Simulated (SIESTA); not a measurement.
## Sn under changes of volume

One of the cells (28.203 Å³/atom); the others are scaled copies at fixed shape and fractional positions:

```xyz
2
Lattice="-2.9596 2.9596 1.6099 2.9596 -2.9596 1.6099 2.9596 2.9596 -1.6099" Properties=species:S:1:pos:R:3 pbc="T T T"
Sn    0.0000    0.0000    0.0000
Sn    0.0000    2.9596    0.8049
```

| Property | Result |
| --- | --- |
| Program | SIESTA 5.4.2 |
| Functional | PBE |
| Potentials or basis | PseudoDojo 0.4 standard (PBE files) |
| Basis | DZP (energy shift 0.003 Ry; two zetas on semicore shells) |
| Grid cutoff | 500 Ry |
| Energy shift | 0.003 Ry |
| k mesh | 9 × 9 × 9 |
| Occupations | fermi-dirac, width 0.05 eV |
| Spin | no spin polarisation |

```csv
volume (Å³/atom),energy over the lowest point (meV/atom),pressure (GPa)
25.991,?,?
26.544,32.96,4.8
27.097,18.47,3.5
28.203,2.61,1.2
28.756,0.00,0.3
29.309,0.67,-0.6
```

Question: What does the run at 25.991 Å³/atom give?

Answer: Energy over the lowest point 52.01 meV/atom; pressure 6.3 GPa.

Worked out: A Birch-Murnaghan fit of order 3 (a polynomial in V^(-2/3)) to the other rows has its minimum at 28.92 Å³/atom with B0 = V·E''(V) = 45 GPa and B' = 5.6 at fixed shape and positions, which overstates the stiffness. It gives 52.51 meV/atom at 25.991 Å³/atom, against the run's 52.01, and -dE/dV = 6.5 GPa, against 6.3.

Energies are extrapolated to zero smearing.

Caveats: the basis of atomic orbitals isn't converged, which shifts pressures, moduli and gaps.
